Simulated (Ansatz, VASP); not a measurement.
## Na in VASP and in Ansatz

File INCAR:

```
SYSTEM = Na
  ALGO = Normal
  EDIFF = 1E-7
  ENCUT = 520
  ISIF = 2
  ISMEAR = -1
  LASPH = .True.
  LCHARG = .False.
  LREAL = .False.
  LWAVE = .False.
  NBANDS = 10
  NELM = 80
  PREC = Accurate
  SIGMA = 1.0
```

KPOINTS

```
k-points
0
Gamma
  11 11 11
  0 0 0
```

Contents of POSCAR:

```
Na
1.0
   -2.0287155323      2.0287155323      2.0287155323
    2.0287155323     -2.0287155323      2.0287155323
    2.0287155323      2.0287155323     -2.0287155323
Na
1
Direct
    0.0000000000      0.0000000000      0.0000000000
```

Input for Ansatz:

```yaml
crystal:
  lattice:
    - [-2.0287155323, 2.0287155323, 2.0287155323]
    - [2.0287155323, -2.0287155323, 2.0287155323]
    - [2.0287155323, 2.0287155323, -2.0287155323]
  atoms:
    - { symbol: Na, position: [0.0, 0.0, 0.0] }
hamiltonian:
  xc: lda
  pseudopotentials:
    kind: paw
    azcp:
      Na: "pseudopotentials/Na.paw.azcp"
basis:
  ecutwfc: 420
  fft_grid_basis: typed
kpoints:
  mp_grid: { grid: [11, 11, 11], shift: [0, 0, 0] }
magnetization:
  spin_polarized: false
scf:
  occupations: { method: fermi_dirac, width: 1.0 }
  lower_state_search: "off"
output:
  stress: true
```

Alike in both runs: task single point; functional LDA; k mesh 11 × 11 × 11; occupations fermi-dirac, width 1 eV; no spin polarisation.

|  | VASP | Ansatz |
| --- | --- | --- |
| version | VASP 6.6.1 | Ansatz 0.2.0 |
| potentials or method | VASP PAW LDA potentials, release 64 (Na_pv) | plane waves (420 eV) with PAW, scalar-relativistic |
| plane-wave cutoff (eV) | 520 | 420 |
| valence electrons in the cell | 7 | 9 |

|  | VASP | Ansatz | Ansatz less VASP |
| --- | --- | --- | --- |
| pressure (GPa) | 1.7 | 1.7 | +0.02 |

The two sets of potentials don't hold the same shells in valence. Ansatz warned: «pseudo_functional_mismatch».
